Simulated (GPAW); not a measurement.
# LiH (Fm-3m) in GPAW: settings compared, part 2 of 2

GPAW 26.7.0. Earlier steps stand in the parts before.

### 3 Band structure, PBE

File run.py:

```python
from ase import Atoms
from ase.dft.bandgap import bandgap
from ase.io import write
from ase.units import GPa
from gpaw import GPAW, PW

atoms = Atoms(['Li', 'H'],
              cell=[[0.0, 2.03675, 2.03675],
                    [2.03675, 0.0, 2.03675],
                    [2.03675, 2.03675, 0.0]],
              scaled_positions=[[0.0, 0.0, 0.0],
                                [0.5, 0.5, 0.5]],
              pbc=True)

calc = GPAW(mode=PW(800),
            xc='PBE',
            kpts={'size': (11, 11, 11), 'gamma': True},
            occupations={'name': 'fermi-dirac', 'width': 0.05},
            nbands=8,
            convergence={'density': 1e-05, 'energy': 1e-05},
            maxiter=150,
            txt='gpaw.txt')
atoms.calc = calc
energy = atoms.get_potential_energy()
forces = atoms.get_forces()
stress = atoms.get_stress()
calc.write('gs.gpw')
write('result.traj', atoms)
print(f'Energy: {energy:.6f} eV')
print('Forces (eV/A):')
print(forces.round(4))
print('Stress (GPa):', (stress / GPa).round(3))
print('Fermi level:', round(calc.get_fermi_level(), 4), 'eV')
print(f'Gap: {bandgap(calc)[0]:.4f} eV, direct: {bandgap(calc, direct=True)[0]:.4f} eV')

path = atoms.cell.bandpath('GXWKGLUWLK,UX', npoints=100, eps=1e-4)
bs_calc = calc.fixed_density(kpts=path, symmetry='off', nbands=14,
                             convergence={'bands': 'CBM+6.0', 'eigenstates': 1e-6}, txt='bands.txt')
bs = bs_calc.band_structure()
bs.write('bs.json')
print(f'Gap on the path: {bandgap(bs_calc)[0]:.4f} eV')
```

Potentials or basis: GPAW PAW data sets (gpaw-data 1.2.1), pw.

The run is started by

```sh
$ OMP_NUM_THREADS=1 python run.py
```

gpaw.txt:

```text
__  _  _
 | _ |_)|_||  |
 |__||  | ||/\| - 26.7.0

Input parameters:
  mode=PW(ecut=800.0),
  convergence={'density': 1e-05, 'energy': 1e-05},
  kpts=MonkhorstPack(size=(11, 11, 11), gamma=True),
  maxiter=150,
  nbands=8,
  occupations=Occupations(name='fermi-dirac', width=0.05),
  xc=XC(name='PBE')

Diagonalizing LCAO Hamiltonian
Converting LCAO to pw mode

              H

       Li

Atoms  # Å, Bohr magnetons
|   | symbol |        x |        y |        z |    initial magnetic moments |
|---|--------|----------|----------|----------|-----------------------------|
| 0 |     Li | 0.000000 | 0.000000 | 0.000000 | ( 0.0000,  0.0000,  0.0000) |
| 1 |      H | 2.036750 | 2.036750 | 2.036750 | ( 0.0000,  0.0000,  0.0000) |

Unit cell  # Å
| periodic |        x |        y |        z |  lengths |    angles |
|----------|----------|----------|----------|----------|-----------|
|      yes | 0.000000 | 2.036750 | 2.036750 | 2.880399 | 60.000000 |
|      yes | 2.036750 | 0.000000 | 2.036750 | 2.880399 | 60.000000 |
|      yes | 2.036750 | 2.036750 | 0.000000 | 2.880399 | 60.000000 |

Number of symmetries: 48
Symmetry operations  # r_c * U_cc + t_c -> r_c
|    | kind |            matrix            |
|----|------|------------------------------|
|  0 |  σ   |  1, 0, 0,  1, 0,-1,  1,-1, 0 |
|  1 |  C2  |  1, 0, 0,  1,-1, 0,  1, 0,-1 |
|  2 |  E   |  1, 0, 0,  0, 1, 0,  0, 0, 1 |
|  3 |  σ   |  1, 0, 0,  0, 0, 1,  0, 1, 0 |
|  4 |  C4  |  1, 0,-1,  1, 0, 0,  1,-1, 0 |
|  5 |  S6  |  1, 0,-1,  1,-1, 0,  1, 0, 0 |
|  6 |  σ   |  1, 0,-1,  0, 1,-1,  0, 0,-1 |
|  7 |  C3  |  1, 0,-1,  0, 0,-1,  0, 1,-1 |
[... 163 lines left out ...]
- Maximum [total energy] change in last 3 cyles: 1e-05 eV / valence electron
- Maximum integral of absolute [eigenst]ate change: 4e-08 eV^2 / valence electron
maximum number of iterations: 150

SCF iterations
|iter     | |      energy | eigst |  dens |
|---------|-|-------------|-------|-------|
|iter:   1| |   -6.295182 | -0.35 |       |
|iter:   2| |   -6.270029 | -3.36 | -0.56 |
|iter:   3| |   -6.108225 | -2.47 | -0.59 |
|iter:   4| |   -6.104339 | -3.34 | -1.26 |
|iter:   5| |   -6.104610 | -4.28 | -1.96 |
|iter:   6| |   -6.104629 | -5.66 | -2.65 |
|iter:   7| |   -6.104628c| -7.18 | -4.14 |
|iter:   8| |   -6.104628c| -7.39 | -4.48 |
|iter:   9| |   -6.104628c| -8.51c| -5.22c|

Converged in 9 steps
Energy contributions relative to reference atoms: (reference = -215.277982)

Energy contributions:
  Kinetic:           5.346343
  Coulomb:          -5.649605
  Zero:             -0.009886
  External:          0.000000
  Xc:               -5.791480
  Entropy:          -0.000000
  Spinorbit:         0.000000
  ----------------------------
  Free energy:      -6.104628
  Extrapolated:     -6.104628

dipole moment: (-2.336755, -2.336755, -2.336755)  # |e|*Ang

Fermi level: 0.570
Eigenvalues  # (at kpt = [0.000, 0.000, 0.000])
| band index |      eig [eV] | occ [0-2] |
|------------|---------------|-----------|
|          0 |        -5.650 |     2.000 |
|          1 |        15.083 |     0.000 |
|          2 |        17.137 |     0.000 |
|          3 |        17.137 |     0.000 |
|          4 |        17.137 |     0.000 |
|          5 |        21.860 |     0.000 |
|          6 |        21.860 |     0.000 |
|          7 |        21.860 |     0.000 |

Gap: 3.187 eV
Transition (v -> c):
  (s=0, k=49, n=0, [0.45, 0.45, -0.09]) -> (s=0, k=49, n=1, [0.45, 0.45, -0.09])
No difference between direct/indirect transitions

Forces  # eV/Ang
|       x |       y |        z |
|---------|---------|----------|
| 0.00000 | 0.00000 | -0.00000 |  # Li   0
| 0.00000 | 0.00000 |  0.00000 |  # H    1

Stress tensor  # eV/Ang^3
|        x |         y |         z |
|----------|-----------|-----------|
| 0.007562 |  0.000000 |  0.000000 |
| 0.000000 |  0.007562 | -0.000000 |
| 0.000000 | -0.000000 |  0.007562 |

# Writing to gs.gpw (mode='')
```

Run time: 11 s. Hardware: 1 thread of Arm Neoverse V2, shared host; peak memory 0.18 GiB.

Results:

* Free energy: -6.1046 eV
* Pressure: -1.2 GPa
* Band gap on the k mesh: 3.19 eV, direct
* Band gap along the path: 3.00 eV, direct

Levels at the corners of the path, in eV from the valence-band top:
| point | band 1 | band 2 | band 3 |
| --- | --- | --- | --- |
| Γ | -5.28 | 15.45 | 17.51 |
| X | 0.00 | 3.00 | 10.59 |
| W | -0.21 | 5.22 | 5.22 |
| K | -0.48 | 4.12 | 7.42 |
| Γ | -5.28 | 15.45 | 17.51 |
| L | -2.51 | 4.80 | 13.25 |
| U | -0.48 | 4.12 | 7.42 |
| W | -0.21 | 5.22 | 5.22 |
| L | -2.51 | 4.80 | 13.25 |
| K | -0.48 | 4.12 | 7.42 |
| U | -0.48 | 4.12 | 7.42 |
| X | 0.00 | 3.00 | 10.59 |

Caveat: the mesh misses the band edges, which the band path finds closer together.

### 4 Single point, TB-mBJ

File run.py:

```python
from ase import Atoms
from ase.dft.bandgap import bandgap
from ase.io import write
from gpaw import GPAW, PW

atoms = Atoms(['Li', 'H'],
              cell=[[0.0, 2.03675, 2.03675],
                    [2.03675, 0.0, 2.03675],
                    [2.03675, 2.03675, 0.0]],
              scaled_positions=[[0.0, 0.0, 0.0],
                                [0.5, 0.5, 0.5]],
              pbc=True)

calc = GPAW(mode=PW(800),
            xc='TB09',
            kpts={'size': (12, 12, 12), 'gamma': True},
            occupations={'name': 'fermi-dirac', 'width': 0.05},
            nbands=8,
            convergence={'density': 1e-05, 'energy': 1e-05},
            eigensolver='cg',
            maxiter=150,
            txt='gpaw.txt')
atoms.calc = calc
energy = atoms.get_potential_energy()
calc.write('gs.gpw')
write('result.traj', atoms)
print('Fermi level:', round(calc.get_fermi_level(), 4), 'eV')
print(f'Gap: {bandgap(calc)[0]:.4f} eV, direct: {bandgap(calc, direct=True)[0]:.4f} eV')
```

Potentials or basis: GPAW PAW data sets for LDA (gpaw-data 1.2.1), pw.

The run is started by

```sh
$ OMP_NUM_THREADS=1 python run.py
```

gpaw.txt:

```text
___ ___ ___ _ _ _
 |   |   |_  | | | |
 | | | | | . | | | |
 |__ |  _|___|_____|  26.7.0
 |___|_|

Input parameters:
  convergence: {density: 1e-05,
                energy: 1e-05}
  eigensolver: cg
  kpts: {gamma: True,
         size: (12, 12, 12)}
  maxiter: 150
  mode: {ecut: 800.0,
         name: pw}
  nbands: 8
  occupations: {name: fermi-dirac,
                width: 0.05}
  xc: TB09

System changes: positions, numbers, cell, pbc, initial_charges, initial_magmoms

Initialize ...

species:
  Li:
    name:    Lithium
    Z:       3.0
    valence: 1
    core:    2
    charge:  0.0  # [|e|]
    compensation charges:
      type: gauss
      rc: 0.33  # [Å]
      lmax: 2
    cutoffs:
      filter: 1.91  # [Å]
      core: 2.55  # [Å]
    projectors
    | kind |    occ | energy [eV] | rcut [Å] |
    |------|--------|-------------|----------|
    |   2s |  1.000 |      -2.874 |    1.058 |
    |   2p |  0.000 |      -1.126 |    1.058 |
    |    s |        |      24.338 |    1.058 |

[... 163 lines left out ...]
iter:   6    50.910086   -1.86  -0.92
iter:   7    51.318072   -1.80  -0.96
iter:   8    51.535833   -1.53  -1.15
iter:   9    51.654697   -2.35  -1.37
iter:  10    51.666676   -2.85  -1.42
iter:  11    51.803624   -1.77  -1.45
[... 15 lines left out ...]
iter:  27    52.132846   -5.40  -3.36
iter:  28    52.133344   -5.77  -4.08
iter:  29    52.133247   -6.07  -4.00
iter:  30    52.133821   -7.31  -4.29
iter:  31    52.133766   -7.63c -4.21
iter:  32    52.133533   -7.44c -4.13
iter:  33    52.131922   -6.46  -4.01
iter:  34    52.132021   -6.95  -4.65
iter:  35    52.131472   -7.71c -4.49
iter:  36    52.132247   -7.11  -4.44
iter:  37    52.131480   -7.00  -4.31
iter:  38    52.132048   -7.26  -4.35
iter:  39    52.131639   -7.58c -4.41
iter:  40    52.131930   -7.79c -4.54
iter:  41    52.131784   -8.04c -4.60
iter:  42    52.131891   -8.53c -5.03c
iter:  43    52.131802   -8.87c -4.92
iter:  44    52.131809   -8.53c -5.69c
iter:  45    52.131791c  -8.65c -5.54c

Converged after 45 iterations.

Dipole moment: (-0.000000, 0.000000, 0.000000) |e|*Ang

Energy contributions relative to reference atoms: (reference = -211.737754)

Kinetic:         +7.683727
Potential:       -6.824610
External:        +0.000000
XC:             +51.280973
Entropy (-ST):   +0.000000
Local:           -0.008299
SIC:             +0.000000
--------------------------
Free energy:    +52.131791
Extrapolated:   +52.131791

Showing only first 2 kpts
 Kpt  Band  Eigenvalues  Occupancy
  0     0     -5.96257    2.00000
  0     1     15.00643    0.00000
  0     2     17.85213    0.00000

  1     0     -5.79698    2.00000
  1     1     14.11738    0.00000
  1     2     16.73398    0.00000

Fermi level: 1.03662

Gap: 4.691 eV
Transition (v -> c):
  (s=0, k=65, n=0, [0.50, 0.50, -0.00]) -> (s=0, k=65, n=1, [0.50, 0.50, -0.00])
No difference between direct/indirect transitions
Writing to gs.gpw (mode='')
```

Wall time 26 s (1 thread of Arm Neoverse V2, shared host); peak memory 0.15 GiB.

Results:

```yaml
Band_gap_on_the_k_mesh: 4.69 eV, direct
```

Caveat: a model potential gives levels but no total energy; the PAW data sets were made with another functional, which shifts forces and pressure a little.

### 5 Overview

| task | level | potentials or basis | k mesh | band path | band points | gap on the mesh (eV) |
| --- | --- | --- | --- | --- | --- | --- |
| equation of state | r2SCAN | GPAW PAW data sets (gpaw-data 1.2.1), pw | 11 × 11 × 11 | - | - | - |
| band structure | PBE | GPAW PAW data sets (gpaw-data 1.2.1), pw | 11 × 11 × 11 | GXWKGLUWLK,UX | 100 | 3.19 |
| single point | TB-mBJ | GPAW PAW data sets for LDA (gpaw-data 1.2.1), pw | 12 × 12 × 12 | - | - | 4.69 |

Alike in all rows: no spin polarisation; cell as given; cutoff (eV) 800; smearing fermi-dirac 0.05 eV.

Caveats: the PAW data sets were made with another functional, which shifts forces and pressure a little (some runs); the points scatter about the fit (some runs); the mesh misses the band edges, which the band path finds closer together (some runs); a model potential gives levels but no total energy (some runs).

Absolute energies hang on the potentials; compare differences alone.
